Tersoff-Hamann STM images of a free-standing SnS₂ single layer, computed with Ansatz 0.2.0 using PBE+D3(BJ), plane-wave PAW, a 420 eV cutoff and a 33 × 33 × 1 k mesh, without spin polarization. Sample bias is counted from mid-gap. Values are for a plane 4 Å above the topmost nucleus, whose mean density is the constant-current set point for the corrugation.

```tsv
bias (V)	log10 mean density (log10 of e/angstrom^3)	bright over dark	corrugation (Å)	brightest over	apparent barrier at 4 angstrom (eV)
-2.800	-5.140	2.066	0.240	S	8.553
-2.000	-5.174	2.149	0.255	S	8.494
-1.400	-5.465	3.188	0.391	S	8.910
-1.050	-6.889	1.442	0.129	S	7.956
1.050	-6.536	4.461	0.511	S	8.232
1.400	-6.145	4.126	0.493	S	7.966
2.000	-5.306	1.323	0.122	S	5.241
2.600	-5.021	1.042	0.019	flat	4.579
```

A single layer of SnS₂ gives two opposite images. At negative bias, where filled states are seen, the bright spots sit over the top sulfur atoms. From 1.05 to 2.0 V the column "brightest over" still says S, but this is the sulfur of the lower plane, which lies beneath a hollow of the top one; the top sulfur is now the darkest place. At 2.6 V the pattern is all but gone.

The densities are taken on a plane 4 Å above the topmost nucleus. "Bright over dark" is the ratio of the largest to the smallest density there, and "corrugation" is the height by which a tip at constant current would rise and fall. The two tell nearly the same story, since the corrugation equals the natural logarithm of the ratio divided by the decay rate to within about 3 per cent in every row. Zero bias lies in the middle of the gap, and each image holds all states from there to the stated bias. Subtracting neighbouring rows therefore isolates the states that each step adds.

What such states do outside the layer follows from the Schrödinger equation in vacuum. A wave of energy $E$ that runs along the surface with wave number $k$ has a density falling as $e^{-2\kappa z}$, and

$$\Phi=\frac{\hbar^2\kappa^2}{2m}=(E_{\rm vac}-E)+\frac{\hbar^2k^2}{2m}.$$

Here $E_{\rm vac}$ is the vacuum level and $\Phi$ is the apparent barrier. It is not a work function: motion along the surface uses up energy and makes the wave die faster. The excess of $\Phi$ over $E_{\rm vac}-E$ thus measures, on average, the in-plane motion of the states that reach the tip. The output after the text lists this excess for each step of bias, uncertain by about half the width of the step.

**From −2.8 to −1.4 V.** The first two images are nearly alike. The states between −2.0 and −2.8 V lie deepest and have the highest barrier of all. They bring a quarter more states but add only about 8 per cent to the mean density. The barrier accounts for part of this; the shape of the orbitals, which was not resolved, presumably accounts for the rest. An image is governed by the states that reach the tip, and here those lie closer to the gap.

At −1.4 V the contrast is the strongest on the filled side, with a ratio of 3.19. The states between −1.05 and −1.4 V also have the largest excess on that side, about 1.7 eV. This probably helps: the larger the wave number of a wave, the less it differs from that of the partners the crystal mixes in, and the better their common pattern survives up to the tip. Going on to −2.0 V roughly doubles the density and lowers the ratio to 2.15. Those of the added states that reach the tip have a small excess, hence little motion along the surface, and such waves are smooth. They aren't featureless, though: a perfectly flat addition would have lowered the ratio to 1.83, so they too favour the top sulfur.

All these filled-state patterns fade as the tip withdraws. In the same calculation the corrugation 5 Å above the layer is only about a third of that at 3 Å, or less. A pattern arises where waves that run differently along the surface interfere. When one of them decays faster than the other, the pattern goes with it.

**At −1.05 V.** This image is the dimmest in the table, with a density 27 times lower than at −1.4 V. A smaller number of states accounts for only part of that, because each state also gives nearly eight times less density than those of the next step down. Neither of two simple reasons will do. The barrier here is about 1 eV lower than for the next step, and the share of the density on the two sulfur planes is the largest of any step.

What remains is the shape of the orbitals. The top of the valence band probably lies near the centre of the Brillouin zone and consists mostly of sulfur p orbitals lying in the plane. The orbitals were not resolved, but 3 Å above the layer the brightest point of this image lies 0.54 Å to the side of the top sulfur, which hints at some weight in lobes beside the atom. At the centre of the Brillouin zone the positive and negative lobes of such orbitals average to zero over the plane. The smooth part of the wave, which reaches farthest, is then absent, and it grows only gradually away from the centre. Such states can be rich in sulfur and still be faint at the tip. Orbitals purely in the plane would, however, be expected to leave the atom itself dark, whereas at 4 and 5 Å the top sulfur is the brightest point. What reaches the tip is therefore probably a small admixture of orbitals pointing out of the plane, whose weak pattern fades quickly with height.

**At 1.05 and 1.4 V.** The first empty states lie well above the filled ones in energy and ought to face a lower barrier. Yet the apparent barrier at 1.05 V is 8.23 eV, slightly more than at −1.05 V. The conduction minimum of this layer is known to lie at M, the midpoint of a zone edge, and this explains the anomaly.

The estimate takes three steps. The states lie between the band edge at 0.79 V and 1.05 V, on average 0.92 eV above mid-gap, while the vacuum level lies 5.98 eV above it; the energy part of the barrier is therefore 5.06 eV. With the cell edge $a=3.665$ Å, the wave number at M is $k_M=2\pi/(\sqrt3\,a)=0.99$ Å⁻¹, which costs $\hbar^2k_M^2/2m=3.73$ eV. The sum is 8.79 eV, about 7 per cent above the computed barrier, with nothing fitted. Part of the overshoot is expected, because states on the side of the valley nearer the zone centre decay more slowly and weigh more at the tip. That alone would make the decay rate fall with height, yet it rises from 2.91 Å⁻¹ between 3 and 4 Å to 2.95 Å⁻¹ between 4 and 5 Å. Probably the potential has not quite reached the vacuum level at these heights, which would make every excess come out somewhat low.

The same wave number explains the strong pattern. At M the waves with $+k_M$ and $-k_M$ differ by a reciprocal lattice vector, so the crystal mixes them into a standing wave, and both decay at the same rate. There are three such valleys, turned by 120° from one another. Where their crests coincide the density is $1+1+1=3$; at the two other threefold sites each wave contributes $\cos^2 60^\circ=1/4$, together 3/4. The ratio is 4, close to the computed 4.46 and 4.13. The closeness is partly luck, for in the run the two darker sites are not equal: the image stands higher over tin than over the top sulfur, so the crests don't meet exactly over the hollow.

Because the partners decay together, this pattern shouldn't fade with height. Indeed the corrugation at 5 Å is still 97 to 98 per cent of that at 3 Å, in contrast to every other row. The bright spots are thus the crests of an interference pattern and do not mark protruding atoms.

Why the crests stand over the hollow can be argued from the bonding. In a wave at M, neighbouring rows of tin have opposite signs. Each top sulfur touches two tin atoms of one row and one of the next, so the p orbital that couples to them is tilted, and its outer lobe leans towards the adjacent row of hollows. A geometric estimate puts the crest about a third of a row spacing from the top sulfur, which is where the hollow lies. It neglects the tail of the tin orbitals and the coupling between sulfur atoms, so it can choose the site but not fix the exact position.

**At 2.0 and 2.6 V.** Between 1.4 and 2.0 V the mean density rises sevenfold. The added states have an excess of only about 0.6 eV, against 3 eV for those before them. They can't all be slow along the surface, for they make up more than half of a band. But the excess is an average weighted by what reaches the tip, and there the states with little in-plane motion, whose barrier is low, flood the image.

If they were perfectly flat, they would dilute the old pattern to a ratio of 1.24; the computed value is 1.32. The standing wave is still there at 2.0 V, buried under a smooth background. At 2.6 V the same dilution would leave 1.12, but only 1.04 remains. The last states added must therefore carry a pattern of the opposite sense, which cancels most of what was left. Indeed the top sulfur, darkest at 2.0 V, is by a hair the brightest point of the plane at 2.6 V.

A neighbouring case, not computed here, brings out what is special. In a single layer of InSe the conduction minimum is known to lie at the zone centre. By the same reasoning its first empty states would pay no toll for in-plane motion, and their pattern would fade as the tip withdraws. To guess such a series, one first asks where in the Brillouin zone the band edge lies, and only then which atom stands highest.

The bias values themselves shouldn't be carried over to an experiment. The functional makes the gap too small, doping moves the Fermi level away from mid-gap, and the field of a real tip bends the bands. A tip that isn't a simple s wave can also change the contrast. 

Printed output of the fit:

```
each window alone:
    row  own barrier eV  vacuum less mid-window eV  half width eV  excess eV  density per state 1e-6/A3
   -2.8           9.294                      8.378            0.4     0.9162                      0.476
   -2.0           8.069                      7.678            0.3     0.3908                      1.917
   -1.4           8.948                      7.203          0.175      1.745                      1.451
  -1.05           7.956                      6.897          0.131      1.059                      0.188
   1.05           8.232                      5.059         0.1315      3.172                      1.554
    1.4           7.786                      4.753          0.175      3.033                      1.543
    2.0           4.836                      4.278            0.3     0.5576                      3.896
    2.6           3.915                      3.678            0.3     0.2373                      10.15
whole images:
    row  log contrast over decay A  corrugation at 5 A over that at 3 A
   -2.8                     0.2421                               0.3209
   -2.0                     0.2562                               0.3183
   -1.4                     0.3791                                0.354
  -1.05                     0.1266                               0.2325
   1.05                     0.5087                                0.969
    1.4                     0.4901                               0.9824
    2.0                     0.1193                               0.5718
    2.6                    0.01876                               0.1672
in-plane kinetic energy at M (eV): 3.733
in-plane kinetic energy at K (eV): 4.977
bright over dark of three standing M waves: 4
crest from top S in tin-row spacings (hollow at -0.333): -0.3428
contrast at 2.0 V if added states were flat: 1.239
contrast at 2.6 V if all states added after 1.4 V were flat: 1.12
contrast at -2.0 V if added states were flat: 1.826
density at -1.4 V over that at -1.05 V: 26.55
density per state of the second filled window over the first: 7.718
density at 2.0 V over that at 1.4 V: 6.902
density at 1.05 V over that at -1.05 V: 2.254
```
